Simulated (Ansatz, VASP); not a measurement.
# LiZr12Si24: VASP beside Ansatz

One calculation is typed for both programs; each brings its own data sets and cutoff. How far apart do they land? The structure shown is the end of the VASP relaxation below.

Method: plane waves, with VASP 6.6.1 beside it; single point at PBE, in Ansatz 0.2.0.

### 1. Set-up

The cell holds 37 atoms: 12 Zr, 24 Si and 1 Li. Its edges and angles: a = 8.455 Å, b = 8.455 Å, c = 11.168 Å, α = 77.3°, β = 77.3°, γ = 121.8°. It derives from ZrSi2. Nearest the centre at fractional (0.000, 0.500, 0.167): Si21 at 1.43 Å, Si13 at 1.43 Å, Li37 at 1.61 Å, Zr3 at 2.47 Å, Zr7 at 2.51 Å, Si18 at 2.91 Å, Si24 at 2.95 Å, Si20 at 3.08 Å.

### 2. VASP: relaxation, PBE

This run makes the geometry at which the two programs are then compared.

Lines of VASP's logs that name or quote its potential files are left out, and so is its time.

INCAR

```
SYSTEM = LiZr12Si24
PREC = Normal
ENCUT = 280
EDIFF = 1E-05
NELM = 120
ISMEAR = 1
SIGMA = 0.15
LREAL = Auto
ALGO = Fast
GGA = PE
NBANDS = 150
LASPH = .TRUE.
LORBIT = 11
LWAVE = .FALSE.
LCHARG = .FALSE.
KPAR = 6
IBRION = 2
NSW = 60
ISIF = 2
EDIFFG = -0.05
POTIM = 0.4
MAXMIX = 40
ISYM = 0
```

POSCAR

```
LiZr12Si24
1.0
    1.8614085290      7.3892376652      3.6633991849
    1.8614085290     -7.3892376652      3.6633991849
   11.1684511740      0.0000000000      0.0000000000
Zr Si Li
12 24 1
Direct
    0.5219615206      0.7326906738      0.1244829639
    0.5179624797      0.7281363363      0.4590442878
    0.0203129939      0.2333223699      0.2919016558
    0.5110989977      0.7254368445      0.7966396972
    0.0206103543      0.2239251861      0.6270154242
    0.0183966051      0.2270135506      0.9568586132
    0.9810866306      0.7718177872      0.0402764276
    0.9799997164      0.7690365160      0.3744348292
    0.4770783978      0.2677329803      0.2076855016
    0.9756013062      0.7684321348      0.7093394266
    0.4798864240      0.2698193027      0.5443247791
    0.4789121477      0.2698401839      0.8761239830
    0.8725386080      0.3711323152      0.1268161849
    0.8716391161      0.3725953154      0.4607865768
    0.3792344649      0.8796496352      0.2885734499
    0.8697019510      0.3686267883      0.7915067758
    0.3758923272      0.8728156305      0.6252125344
    0.3775454639      0.8762769520      0.9565692413
    0.6279194055      0.1232225256      0.0426647954
    0.6243106627      0.1252935379      0.3740051031
    0.1251132910      0.6258364605      0.2083697638
    0.6242329368      0.1226293256      0.7058642005
    0.1291380454      0.6280537781      0.5383671854
    0.1223524659      0.6225581608      0.8767311233
    0.1759051592      0.0678749635      0.1311789301
    0.1736975796      0.0678145049      0.4583518426
    0.6805499134      0.5761448012      0.2908528573
    0.1742684267      0.0759592448      0.7933517082
    0.6797844009      0.5711333580      0.6219505463
    0.6813734481      0.5786087032      0.9576517032
    0.3217528733      0.4302824775      0.0449449053
    0.3186894598      0.4244009083      0.3749458832
    0.8200563422      0.9283272147      0.2119463474
    0.3206465645      0.4280469307      0.7094491190
    0.8188003220      0.9248092053      0.5417224026
    0.8209852075      0.9271928452      0.8745193270
   -0.1650072825      0.4607860394      0.2771939474
```

KPOINTS

```
Automatic mesh
0
Gamma
3 3 2
0 0 0
```

Potentials, in the order of the species: Zr_sv, Si and Li (PBE family, release 64).

The run is started by

```console
$ mpirun -np 6 vasp_std
```

Numbers of over 12 decimals in the logs are rounded to 6 here.

What it wrote:

```text
[banner, memory and clock lines left out]
running    6 mpi-ranks, on    1 nodes
[...]
|                                                                             |
|           W    W    AA    RRRRR   N    N  II  N    N   GGGG   !!!           |
|           W    W   A  A   R    R  NN   N  II  NN   N  G    G  !!!           |
|           W    W  A    A  R    R  N N  N  II  N N  N  G       !!!           |
|           W WW W  AAAAAA  RRRRR   N  N N  II  N  N N  G  GGG   !            |
|           WW  WW  A    A  R   R   N   NN  II  N   NN  G    G                |
|           W    W  A    A  R    R  N    N  II  N    N   GGGG   !!!           |
|                                                                             |
|     For optimal performance we recommend to set                             |
|       NCORE = 2 up to number-of-cores-per-socket                            |
|     NCORE specifies how many cores store one orbital (NPAR=cpu/NCORE).      |
|     This setting can greatly improve the performance of VASP for DFT.       |
[...]
RMM:  19    -0.255277783527E+03   -0.23017E-04   -0.29230E-04  4731   0.278E-02    0.830E-02
RMM:  20    -0.255277796585E+03   -0.13058E-04   -0.13478E-04  3343   0.196E-02    0.848E-02
RMM:  21    -0.255277799542E+03   -0.29566E-05   -0.98961E-05  3709   0.170E-02
   1 F= -.25527780E+03 E0= -.25527018E+03  d E =-.255278E+03
[... from here on, the cycles between the ionic steps are left out ...]
   3 F= -.25667634E+03 E0= -.25666698E+03  d E =-.139854E+01
   4 F= -.25681770E+03 E0= -.25680783E+03  d E =-.141363E+00
   5 F= -.25684677E+03 E0= -.25683679E+03  d E =-.170426E+00
[...]
WARNING in EDDRMM: call to ZHEGV failed, returncode =   6  3     97
   6 F= -.25687651E+03 E0= -.25686659E+03  d E =-.297402E-01
   7 F= -.25688446E+03 E0= -.25687463E+03  d E =-.376964E-01
   8 F= -.25689436E+03 E0= -.25688454E+03  d E =-.989535E-02
   9 F= -.25689669E+03 E0= -.25688691E+03  d E =-.122235E-01
  10 F= -.25690094E+03 E0= -.25689111E+03  d E =-.425779E-02
  11 F= -.25690142E+03 E0= -.25689158E+03  d E =-.473525E-02
  12 F= -.25690285E+03 E0= -.25689297E+03  d E =-.143156E-02
 trial-energy change:   -0.001432  1 .order   -0.001419   -0.002174   -0.000663
 step:   2.6490(harm=  2.6490)  dis= 0.00601  next Energy=  -256.902985 (dE=-0.156E-02)
 reached required accuracy - stopping structural energy minimisation
```

Parts of OUTCAR (step 2):

```text
  Total        8.0267798      6.7104295     10.5617330      0.0021904      0.0024675     -1.0170843
  in kB       21.2689038     17.7809138     27.9858784      0.0058041      0.0065382     -2.6950120
  external PRESSURE =      22.3452320 kB  Pullay stress =       0.0000000 kB

 POSITION                                       TOTAL-FORCE (eV/Angst)
 -----------------------------------------------------------------------------------
      3.70743     -1.54579      4.59967        -0.002889     -0.004797      0.006377
      7.46126     -1.54604      4.55841         0.004727      0.006795     -0.011042
      3.72281     -1.59552      0.91683         0.006375     -0.013319      0.001558
     11.16625     -1.54272      4.57778         0.002566      0.002712     -0.002873
      7.46725     -1.52934      0.90531         0.001410      0.000381      0.001890
     11.14451     -1.52905      0.92288        -0.002179     -0.004703      0.006064
      3.72916      1.55057      6.41177         0.003003      0.001119     -0.008856
      7.44049      1.55889      6.40905        -0.003523     -0.001541     -0.002990
      3.72894      1.55970      2.75014        -0.002164     -0.010424     -0.003394
     11.16544      1.55819      6.40665        -0.004964     -0.000307      0.010527
      7.43846      1.55067      2.74557        -0.003935      0.002589      0.005313
     11.16909      1.55820      2.74728         0.003483     -0.002891     -0.004529
      3.54458      3.75357      4.58632         0.008783      0.011167     -0.008811
      7.62232      3.75429      4.56996        -0.008859      0.002642      0.010369
[...]
-----------------------------------------------------------------------------------
    total drift:                                0.000919     -0.009250     -0.000731

  FREE ENERGIE OF THE ION-ELECTRON SYSTEM (eV)
  ---------------------------------------------------
  free  energy   TOTEN  =      -256.9028521879 eV

  energy  without entropy=     -256.8732087117  energy(sigma->0) =     -256.89297103

 reached required accuracy - stopping structural energy minimisation

[... 3 further parts left out ...]
[key lines of the parts left out:]
E-fermi :  10.1026
```

This run has no spin polarisation. Its electron count is odd, so without a moment it is a metal by construction.

### 3. Ansatz: single point, PBE

Ansatz runs on its default PAW (the set named soft_2) files.

The same cell, functional, mesh and smearing now go to Ansatz, which takes its cutoff from its data sets.

input.yaml

```yaml
crystal:
  lattice:
    - [1.86140853, 7.38923767, 3.66339918]
    - [1.86140853, -7.38923767, 3.66339918]
    - [11.16845117, 0.0, 0.0]
  atoms:
    - { symbol: Zr, position: [0.52318965, 0.73238499, 0.12269277] }
    - { symbol: Zr, position: [0.51754076, 0.72676953, 0.46068032] }
    - { symbol: Zr, position: [0.01717177, 0.23309711, 0.29162138] }
    - { symbol: Zr, position: [0.52041023, 0.72918963, 0.79153618] }
    - { symbol: Zr, position: [0.02007786, 0.22704593, 0.62741458] }
    - { symbol: Zr, position: [0.02249511, 0.22942394, 0.95587026] }
    - { symbol: Zr, position: [0.98003314, 0.77019093, 0.04219714] }
    - { symbol: Zr, position: [0.98022512, 0.76925704, 0.37462587] }
    - { symbol: Zr, position: [0.48089283, 0.2698152, 0.20876348] }
    - { symbol: Zr, position: [0.9798503, 0.76897696, 0.708259] }
    - { symbol: Zr, position: [0.47965678, 0.2698016, 0.54111472] }
    - { symbol: Zr, position: [0.48040011, 0.26952569, 0.87506998] }
    - { symbol: Si, position: [0.87995481, 0.37197636, 0.10871936] }
    - { symbol: Si, position: [0.8777701, 0.3696948, 0.47457618] }
    - { symbol: Si, position: [0.37614053, 0.87426783, 0.29183408] }
    - { symbol: Si, position: [0.87551495, 0.37383395, 0.79165244] }
    - { symbol: Si, position: [0.37467645, 0.87329622, 0.62760559] }
    - { symbol: Si, position: [0.37594212, 0.87439669, 0.9557357] }
    - { symbol: Si, position: [0.62417244, 0.12517089, 0.03991374] }
    - { symbol: Si, position: [0.60398975, 0.09743218, 0.38498964] }
    - { symbol: Si, position: [0.15265785, 0.64658651, 0.19880176] }
    - { symbol: Si, position: [0.62305433, 0.12344029, 0.70957989] }
    - { symbol: Si, position: [0.12451404, 0.62532599, 0.54339941] }
    - { symbol: Si, position: [0.12589168, 0.6262511, 0.87371098] }
    - { symbol: Si, position: [0.17790736, 0.0720658, 0.12607296] }
    - { symbol: Si, position: [0.17816283, 0.07214577, 0.45727147] }
    - { symbol: Si, position: [0.66193171, 0.58844272, 0.29161001] }
    - { symbol: Si, position: [0.17950354, 0.06971003, 0.79161546] }
    - { symbol: Si, position: [0.67884366, 0.57110913, 0.62509516] }
    - { symbol: Si, position: [0.67836069, 0.57057951, 0.95825386] }
    - { symbol: Si, position: [0.32116759, 0.42804669, 0.04200186] }
    - { symbol: Si, position: [0.31041537, 0.42782178, 0.37658479] }
    - { symbol: Si, position: [0.82234845, 0.94000898, 0.20678395] }
    - { symbol: Si, position: [0.32275362, 0.42656868, 0.70861762] }
    - { symbol: Si, position: [0.82229573, 0.92855514, 0.54109233] }
    - { symbol: Si, position: [0.82267481, 0.92666203, 0.87464058] }
    - { symbol: Li, position: [0.81144067, 0.43840786, 0.29164956] }
hamiltonian:
  xc: pbe
  pseudopotentials: { kind: paw }
kpoints:
  mp_grid: { grid: [3, 3, 2] }
scf:
  occupations: { method: methfessel_paxton, width: 0.15 }
  n_extra_bands: 13
output:
  forces: true
  eigenvalues: true
```

The run is started by

```console
$ ansatz run input.yaml --threads 8 --pin off --max-ram 18432MiB --backend cpu --events-out ev --progress --plain --runs-dir out
```

What it wrote:

```text
scf.n_extra_bands = 13 over 122 filled bands (N_el = 243.0): the run solves 135 bands
Engine: ansatz 0.2.0, aarch64-unknown-linux-gnu
Pseudopotentials: kind: paw
Pseudopotential: Zr, paw, valence charge 12, recommended cutoff 420 eV (normal), Zr.paw.azcp
Pseudopotential: Si, paw, valence charge 4, recommended cutoff 420 eV (normal), Si.paw.azcp
Pseudopotential: Li, paw, valence charge 3, recommended cutoff 420 eV (normal), Li.paw.azcp
Functional definition: PBE
  parameter kappa = 0.804
  parameter beta = 0.066725
  exchange = pbe_x(kappa = kappa, mu = beta*pi^2/3)
  correlation = pbe_c(beta = beta)
Crystal: 37 atoms, lattice volume = 604.654 Å³
Basis set: ecut = 420 eV, 11799 PW (Γ), exchange–correlation on 120×120×150 points (8 copies of the dense FFT grid, shifted against one another)
Bands: 135, of which v1, the nominal top of the filled ones, is band 122 counted from 1 (121 counted from 0)
Symmetry: 1 space group operations
Space group: P1 (ITA 1), of the structure as read, at distance tolerance 8.5e-5 Å
k-points: 10 of 18 (time reversal used)
Non-local potential: Zr, projectors of the file, l = 0: 3, l = 1: 2, l = 2: 2, l = 3: 2
Non-local potential: Si, projectors of the file, l = 0: 2, l = 1: 2, l = 2: 2
Non-local potential: Li, projectors of the file, l = 0: 3, l = 1: 2, l = 2: 1
PAW form: soft (Blöchl's): semilocal exchange-correlation on the pseudo side does not see the compensation charge
PAW one-centre angular grid: Zr, 590 points (default); XC on 64 Gauss nodes
PAW one-centre angular grid: Si, 110 points (default); XC on 64 Gauss nodes
PAW one-centre angular grid: Li, 110 points (default); XC on 64 Gauss nodes
Initial density: superposition of atomic densities (neutral atoms: chi_scale 0, normalization atom), corrected by the library's trained network
Initial wavefunctions: pseudopotential atomic-orbital guess
Functional: x = pbe(κ = 0.804, μ = 0.219515), c = pbe(β = 0.066725)
SCF iter   1: F=—  HF=-65693.025971 eV  |F-HF|=—  |Δ(HF+E_count)|=         —  Δρ=3.06e-3  dr2=1.23e-1  ethr=1.77e-3  ⟨swp⟩=5.9  Hψ=5929  notcnv=0
preconditioner: auto → Kerker (q_TF=auto, 2.344 Å⁻¹)  [metal: Δε(μ)=0.011 eV  Ē_g=5.628 eV  σ=0.150 eV  W_gap=0.06  n_scr=134 (ndim 8)  ℏωp=18.2 eV  f_vac=0.000  D(μ)=18.32/eV (n_scr^D=134)]
SCF iter   2: F=—  HF=-65693.021173 eV  |F-HF|=—  |Δ(HF+E_count)|=   4.80e-3  S|Δr|=    0.00e0  Δρ=1.62e-3  dr2=3.15e-2  ethr=5.08e-5  ⟨swp⟩=2.0  Hψ=1748  notcnv=0
SCF iter   3: F=—  HF=-65693.021509 eV  |F-HF|=—  |Δ(HF+E_count)|=   3.36e-4  S|Δr|=    0.00e0  Δρ=3.66e-4  dr2=2.58e-3  ethr=1.30e-5  ⟨swp⟩=2.0  Hψ=1681  notcnv=0
SCF iter   4: F=—  HF=-65693.021237 eV  |F-HF|=—  |Δ(HF+E_count)|=   2.72e-4  S|Δr|=    0.00e0  Δρ=8.62e-5  dr2=7.30e-5  ethr=1.06e-6  ⟨swp⟩=2.0  Hψ=1842  notcnv=0
SCF iter   5: F=—  HF=-65693.021298 eV  |F-HF|=—  |Δ(HF+E_count)|=   6.13e-5  S|Δr|=    0.00e0  Δρ=2.68e-5  dr2=8.73e-6  ethr=3.00e-8  ⟨swp⟩=2.0  Hψ=2564  notcnv=0
SCF iter   6: F=—  HF=-65693.021298 eV  |F-HF|=—  |Δ(HF+E_count)|=   6.59e-7  S|Δr|=    0.00e0  Δρ=6.66e-6  dr2=3.39e-7  ethr=3.59e-9  ⟨swp⟩=2.0  Hψ=2013  notcnv=0
SCF iter   7: F=-65693.021298 eV  HF=-65693.021298 eV  |F-HF|=7.65e-9  |Δ(HF+E_count)|=   2.68e-8  S|Δr|=    0.00e0  Δρ=1.47e-6  dr2=1.86e-8  ethr=4.12e-11  ⟨swp⟩=12.2  Hψ=5327  notcnv=0
SCF 1 converged in 7 iterations: F = -65693.021298 eV  dr2 = 1.86e-8
  greatest PAW one-centre occupation: 1.000 electrons in one spin orbital (limit 2), on the Li atom at site 36 (counted from 0), in its partial waves of l = 0
SCF converged after 7 iterations
Stability not checked: this state was not tested for a lower state beside it, because cold or Methfessel-Paxton smearing, or corrected tetrahedra, fill the levels in a way that the test cannot read (fill_not_monotonic; see scf.lower_state_search)
Free energy (F): -65693.021298 eV
Harris-Foulkes:  -65693.021298 eV  (|F-HF|=7.65e-9)
Internal energy: -65692.991258 eV  (E = F + TS)
E sigma→0 (E₀):  -65693.013788 eV
Entropy (-TS):   -0.030039 eV (-0.812 meV/atom)
Fermi energy:    12.737942 eV
Step filling:    the computed levels leave a gap of 0.0060 eV = 0.0 smearing widths at the electron count; against every level under it full and every level over it empty, smearing changes F+E_penalty+E_count by -25.813 meV and its σ→0 estimate by -18.304 meV
--- Per-component energies (eV) ---
  E_band       = -793.706424
  E_kinetic    = 5049.707358
  E_local      = -9160.420974  (includes V_loc(G=0)·N_el)
  E_nonlocal   = 1538.697556
  E_hartree    = 3146.269906
  E_xc         = -3314.692178
  E_vxc        = -3480.969513  (∫ρ·V_xc dr)
  E_paw        = -47773.333460  (= ΣΔE_a)
  E_vpaw       = -1033.256775  (= ΣTr[D̂ρ^β])
  E_aug_tail   = 0.000451  (compensation charges beyond the density's cutoff)
  E_ewald      = -15179.219916
  E_smearing   = -0.030039  (= −TS)
  E_closure    = -0.000000  (closes the sum)
  Σ components = -65693.021298   (vs F -65693.021298, Δ=0.00e0)
--- Forces (eV/Å), atoms counted from 1 ---
  atom   1  Zr    -0.00326809    -0.00279525     0.00443078
  atom   2  Zr     0.00524042     0.00803934    -0.00821021
  atom   3  Zr     0.00636424    -0.01120337     0.00073405
  atom   4  Zr     0.00211376     0.00657965    -0.00254554
  atom   5  Zr    -0.00159049     0.00174531     0.00183475
  atom   6  Zr     0.00076961    -0.00450726     0.00615020
  atom   7  Zr     0.00739222    -0.00214618    -0.01262978
  atom   8  Zr    -0.00769536    -0.00248787    -0.00584381
  atom   9  Zr     0.00180481    -0.01137388    -0.00164700
  atom  10  Zr    -0.00615761    -0.00310386     0.01087778
  atom  11  Zr    -0.00824053     0.00082907     0.00876543
  atom  12  Zr     0.00338022    -0.00575639    -0.00430136
  atom  13  Si     0.03557858     0.00359553    -0.01249985
  atom  14  Si    -0.03678973    -0.00550358     0.01409208
  atom  15  Si    -0.01188107    -0.00542518    -0.00549486
  atom  16  Si     0.00033581     0.00208612    -0.00025815
  atom  17  Si     0.00210143     0.00543623     0.00246809
  atom  18  Si     0.00862128     0.00029678     0.01210197
  atom  19  Si     0.01100027     0.00193371    -0.00843285
  atom  20  Si    -0.01833616    -0.01627843     0.03150712
  atom  21  Si    -0.00081130     0.00101192    -0.03892621
  atom  22  Si     0.00646521     0.00670911     0.00580870
  atom  23  Si    -0.00554700    -0.00559426     0.01175774
  atom  24  Si     0.00088669     0.00506625    -0.00011056
[...]
atom  30  Si    -0.00861140     0.01957456     0.00518064
  atom  31  Si    -0.00867259    -0.00788203     0.00732641
  atom  32  Si    -0.01002999    -0.02444535    -0.00873963
  atom  33  Si    -0.00208206    -0.01957690    -0.01558988
  atom  34  Si     0.01853325     0.00249894     0.01711685
  atom  35  Si     0.01567407    -0.02161078    -0.01980212
  atom  36  Si    -0.01040477     0.00698623    -0.00536239
  atom  37  Li    -0.00116660    -0.00883529     0.00802707
  max |Σ_I F_I| component: 3.06e-5 eV/Å
--- Band table (eV; the first three rows and the last of 10) ---
  k-point 0: bands = [... 118 lower, 11.6807, 11.8100, 12.5789, 12.6640, 12.7361, 13.3871, 13.5140, 13.8123, ... 9 higher]
  k-point 1: bands = [... 118 lower, 11.1889, 12.6636, 12.6679, 13.1794, 13.2996, 13.4632, 13.4982, 13.6649, ... 9 higher]
  k-point 2: bands = [... 118 lower, 11.9677, 12.0068, 12.5681, 12.8982, 12.9648, 13.1035, 13.1793, 13.2760, ... 9 higher]
  k-point 9: bands = [... 118 lower, 11.8535, 12.7154, 12.7225, 12.7996, 12.8256, 12.8968, 12.9982, 13.2456, ... 9 higher]
```

Elapsed: 27 s, on 8 threads of Arm Neoverse N1, shared host; peak memory 3.3 GiB.

### 4. Side by side

Known differences besides the potentials themselves: the data sets hold 243 valence electrons in Ansatz (default PAW (the set named soft_2) files) and 241 in VASP; the cutoff is 420 eV in Ansatz and 280 eV in VASP (PREC = Normal, projectors in real space). Total energies have different zeros and are not compared.

At this near-relaxed geometry the largest component of a force difference is 38 meV/Å. VASP's last cycles still show a density residual of 3e-03, so its state may not be settled.

### 5. Outcome

* r.m.s. force difference (single point, PBE): 7.9 meV/Å

The r.m.s. force difference is 7.9 meV/Å (single point, PBE), within the 12 meV/Å picked in this series as the mark of a large difference. Such differences can come from data sets, numerical settings and the points named under the comparisons, not from the functional's error against experiment.

[Lines on the potential files, build, host, timing and source positions are cut from VASP's logs without a mark.]

[Logs are printed without paths, hosts, clocks, repeated set-up lines and the standing remarks that a program may print on its own settings, such as how far it seeks lower states.]

[Hosts, paths, dates, database ids (printed as entryN), source tags and the programs' standing remarks are cut or masked in the printed files.]
